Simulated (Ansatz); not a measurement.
TiCo: a fit and a missing row

TiCo, Pm-3m, a = 2.986 Å. The structure is a Materials Project entry; whether it is the stable form wasn't checked. Ansatz: PBE, PAW, 420 eV, Γ-centred 14×14×14 mesh on 2 atoms, Gaussian smearing 0.10 eV; collinear spin, largest moment 1.0 μB. Symmetry fixes shape and atoms, so the cell is only scaled; pressure is positive in compression.

| V (Å³/atom) | P (GPa) |
| --- | --- |
| 11.710 | 26.81 |
| 12.109 | 18.40 |
| 12.508 | 11.34 |
| 12.907 | 5.28 |
| 13.306 | -0.01 |
| 13.706 | -4.58 |
| 14.105 | ? |
| 14.637 | -12.85 |

Problem. Take V0 = 13.306 Å³/atom, count pressures from its P0 = -0.01 GPa, fit the third-order Birch–Murnaghan form to the other rows, and predict the missing pressure.

Solution. With the Eulerian strain f = ½[(V0/V)^(2/3) − 1] and y = (P − P0)/[3f(1 + 2f)^(5/2)], the form is the line y = B0 + 1.5 B0 (B0′ − 4) f. Rows (f, y): 0.04446, 162.5; 0.03243, 161.7; 0.02105, 162.1; 0.01025, 163.5; -0.00978, 163.6; -0.03079, 162.9. Means f = 0.01127, y = 162.72; Σ(Δf)² = 0.003858, ΣΔfΔy = -0.06184; the slope is their ratio. y = 162.9 − 16.03 f GPa, so B0 = 162.9 GPa and B0′ = 4 + 2 × (-16.03)/(3 × 162.9) = 3.93. At V = 14.105, f = -0.01907, y = 163.21 and P = -8.48 GPa. The run gave -8.50 GPa, so the fit is 0.02 GPa too high, within the rms miss on the fitted rows (0.04 GPa). Note that the largest moment runs from 0.58 to 1.15 μB along the series.

The largest moment runs from 0.58 to 1.15 μB along the series, so B0 and B0′ hold the change of the moment too.